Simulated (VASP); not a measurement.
## AlP: band structure with TB-mBJ

**The experiment to reproduce.**

From a printed reference work, data compilation, for a bulk crystal of AlP at 4.2 K: band gap 2.505 eV (indirect).

The system is AlP.

```
CELL_PARAMETERS angstrom
0.00000 2.73570 2.73570
2.73570 0.00000 2.73570
2.73570 2.73570 0.00000
ATOMIC_POSITIONS crystal
Al 0.00000 0.00000 0.00000
P 0.25000 0.25000 0.25000
```

```json
{
  "Program": "VASP 6.6.1",
  "Task": "band structure",
  "Functional": "TB-mBJ",
  "Potentials or basis": "VASP PAW PBE potentials, release 64 (Al, P)",
  "Cutoff": "520 eV",
  "k mesh": "8 × 8 × 8",
  "Occupations": "gaussian, width 0.03 eV",
  "Spin": "no spin polarisation",
  "Further INCAR settings": "ALGO = Normal; EDIFF = 1e-06"
}
```

```json
{"Band gap on the k mesh": "2.42 eV, indirect (least direct gap 4.21 eV)", "Band gap along the path": "2.42 eV, indirect (least direct gap 4.21 eV)"}
```

Levels at the corners of the path, in eV from the valence-band top:
| point | band 1 | band 2 | band 3 | band 4 | band 5 | band 6 | band 7 | band 8 |
| --- | --- | --- | --- | --- | --- | --- | --- | --- |
| Γ | -11.31 | 0.00 | 0.00 | 0.00 | 4.21 | 5.21 | 5.21 | 5.21 |
| X | -9.06 | -5.06 | -1.99 | -1.99 | 2.42 | 3.18 | 12.06 | 12.09 |
| X | -9.06 | -5.06 | -1.99 | -1.99 | 2.42 | 3.18 | 12.06 | 12.06 |
| W | -9.02 | -4.69 | -2.94 | -2.57 | 4.99 | 6.62 | 6.73 | 7.17 |
| W | -9.02 | -4.69 | -2.94 | -2.57 | 4.99 | 6.62 | 6.73 | 7.17 |
| K | -9.09 | -4.79 | -3.15 | -1.63 | 3.22 | 5.76 | 9.22 | 9.35 |
| K | -9.09 | -4.79 | -3.15 | -1.63 | 3.22 | 5.76 | 9.22 | 9.35 |
| Γ | -11.31 | 0.00 | 0.00 | 0.00 | 4.21 | 5.21 | 5.21 | 5.21 |
| Γ | -11.31 | 0.00 | 0.00 | 0.00 | 4.21 | 5.21 | 5.21 | 5.21 |
| L | -9.70 | -5.23 | -0.73 | -0.73 | 3.56 | 5.52 | 5.52 | 9.24 |
| L | -9.70 | -5.23 | -0.73 | -0.73 | 3.56 | 5.52 | 5.52 | 9.24 |
| U | -9.09 | -4.79 | -3.15 | -1.63 | 3.22 | 5.76 | 9.22 | 9.35 |
| U | -9.09 | -4.79 | -3.15 | -1.63 | 3.22 | 5.76 | 9.22 | 9.35 |
| W | -9.02 | -4.69 | -2.94 | -2.57 | 4.99 | 6.62 | 6.73 | 7.17 |
| W | -9.02 | -4.69 | -2.94 | -2.57 | 4.99 | 6.62 | 6.73 | 7.17 |
| L | -9.70 | -5.23 | -0.73 | -0.73 | 3.56 | 5.52 | 5.52 | 9.24 |
| L | -9.70 | -5.23 | -0.73 | -0.73 | 3.56 | 5.52 | 5.52 | 9.24 |
| K | -9.09 | -4.79 | -3.15 | -1.63 | 3.22 | 5.76 | 9.22 | 9.35 |
| U | -9.09 | -4.79 | -3.15 | -1.63 | 3.22 | 5.76 | 9.22 | 9.35 |
| X | -9.06 | -5.06 | -1.99 | -1.99 | 2.42 | 3.18 | 12.06 | 12.11 |

It took 52 s on 1 thread of Intel(R) Xeon(R) Platinum 8488C (Sapphire Rapids), with other jobs on the host, peak memory 0.17 GiB.

Measured gap of AlP: 2.505 eV (indirect; 4.2 K; a printed reference work, data compilation). This calculation gives 2.42 eV (-0.09 eV). The value is that of TB-mBJ, without temperature or zero-point motion.
